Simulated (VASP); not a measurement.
Input of a VASP 6.6.1 run:

File INCAR:

```
  PREC = Accurate
  ENCUT = 520
  EDIFF = 1E-6
  ISMEAR = 0
  SIGMA = 0.03
  LREAL = F
  LASPH = T
  NELM = 80
  ALGO = Fast
  ISIF = 2
  LWAVE = F
  LCHARG = F
  GGA = PE
  KPAR = 2
```

KPOINTS

```
regular mesh
0
Gamma
  4 8 6
```

POSCAR

```
SnS                                     
1.0
   11.1022381053      0.0000000000      0.0000000000
    0.0000000000      3.9856084138     -0.0000000000
    0.0000000000      0.0000000000      4.2298611247
  Sn              S             
     4     4
Direct
     0.1185162781974909    0.2500000000000000    0.1099914101621251
     0.3814837218025092    0.7500000000000000    0.6099914101621250
     0.6185162781974910    0.2500000000000000    0.3900085898378749
     0.8814837218025090    0.7500000000000000    0.8900085898378750
     0.8532534565978834    0.2500000000000000    0.4743738979948287
     0.6467465434021166    0.7500000000000000    0.9743738979948288
     0.3532534565978835    0.2500000000000000    0.0256261020051713
     0.1467465434021167    0.7500000000000000    0.5256261020051712
```

KPOINTS_OPT

```
explicit points
198
Reciprocal
 0.0000000000  0.0000000000  0.0000000000 1
 0.0000000000  0.0555555556  0.0000000000 1
 0.0000000000  0.1111111111  0.0000000000 1
 0.0000000000  0.1666666667  0.0000000000 1
 0.0000000000  0.2222222222  0.0000000000 1
 0.0000000000  0.2777777778  0.0000000000 1
[... 190 lines left out ...]
 0.0000000000  0.5000000000  0.0241422100 1
 0.0000000000  0.5000000000 -0.0241422100 1
```

Potentials or basis: VASP PAW PBE potentials, release 64 (Sn_d, S).

Launch:

```console
$ cat potpaw_PBE.64/Sn_d/POTCAR potpaw_PBE.64/S/POTCAR > POTCAR
$ mpirun -np 2 vasp_std > vasp.out
```

Question: Estimate the largest force.

Answer: 0.070 eV/Å.

Question: What does it give for the band gap on the k mesh?

Answer: 0.77 eV, indirect (least direct gap 1.14 eV).

Forces in eV/Å, atoms in the order of the input:
```
Sn  -0.057  0.000 -0.041
Sn   0.057  0.000 -0.041
Sn  -0.057  0.000  0.041
Sn   0.057  0.000  0.041
S    0.033  0.000 -0.032
S   -0.033  0.000 -0.032
S    0.033  0.000  0.032
S   -0.033  0.000  0.032
```

Caveat: spin-orbit coupling is left out, which moves the levels of the heavy elements; the mesh misses the band edges, which the band path finds closer together.

**The experiment to reproduce.**

“Linear dichroism of the optical properties of SnS and SnSe van der Waals crystals”, 2024, arxiv:2409.17412 reports, for a bulk crystal of SnS at 300 K: band gap 1.09 eV (indirect).

Measured gap of SnS: 1.09 eV (indirect; 300 K; “Linear dichroism of the optical properties of SnS and SnSe van der Waals crystals”, 2024, arxiv:2409.17412). This calculation gives 0.64 eV (-0.45 eV). 2 values of this kind are on record (1.09 to 1.16 eV); this one was drawn at random. Spin-orbit coupling on Sn is left out. The value is that of PBE, without temperature or zero-point motion. Semilocal functionals fall short of measured gaps as a rule.
